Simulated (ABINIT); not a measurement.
Runs of ABINIT 10.8.3 (patched build) on CsSnI3. It takes space group Pm-3m (No. 221, cubic). The conventional cell has a = 6.206 Å, b = 6.206 Å, c = 6.206 Å, α = 90.00°, β = 90.00°, γ = 90.00°. Around Cs (site symmetry m-3m) lie 12 I at 4.39 Å. I (site symmetry 4/mmm) has 2 Sn at 3.10 Å as nearest neighbours. Sn (site symmetry m-3m) is surrounded by 6 I at 3.10 Å. 

```tsv
task	level	potentials or basis	cell	k mesh	cutoff (eV)	smearing	bands in the sums	one-shot functional	broadening (eV)	scissor shift (eV)	tensor components	gap on the mesh (eV)	pressure (GPa)
one-shot levels of the hybrid PBE0-1/3	PBE	PseudoDojo NC SR PBE v0.4.1 standard	as given	4 × 4 × 4	952	fixed	30	PBE0-1/3	-	-	-	0.30	-
single point	PBE	PseudoDojo NC SR PBE v0.4.1 standard	as given	4 × 4 × 4	952	fermi-dirac 0.05 eV	-	-	-	-	-	0.30	0.8
single point	PBE	PseudoDojo NC SR PBE v0.4.1 standard	as given	4 × 4 × 4	980	fermi-dirac 0.05 eV	-	-	-	-	-	0.30	0.8
optical spectrum	LDA	PseudoDojo NC SR LDA v0.4.1 standard	as given	6 × 6 × 6, shifted	952	fixed	28	-	0.15	0.5	[11]	-	(a)
single point	LDA	PseudoDojo NC SR LDA v0.4.1 standard	cell relaxed	4 × 4 × 4	980	fermi-dirac 0.05 eV	-	-	-	-	-	none	0.0
```

Alike in all rows: no spin polarisation.

Question: Estimate the missing entries.

Answer: (a) -1.5.

Caveats: the cell was measured hot, at 500 K; spin-orbit coupling is left out, which moves the levels of the heavy elements (some runs); spectra need much finer meshes, so this one isn't converged (some runs); the scissor shift was typed, not computed (some runs); independent-particle spectra lack excitons (some runs).

A k mesh can miss the band edges, and the runs leave out spin-orbit coupling on Cs, I, Sn.

A gap of «none» marks a metal or a gap under the smearing width.
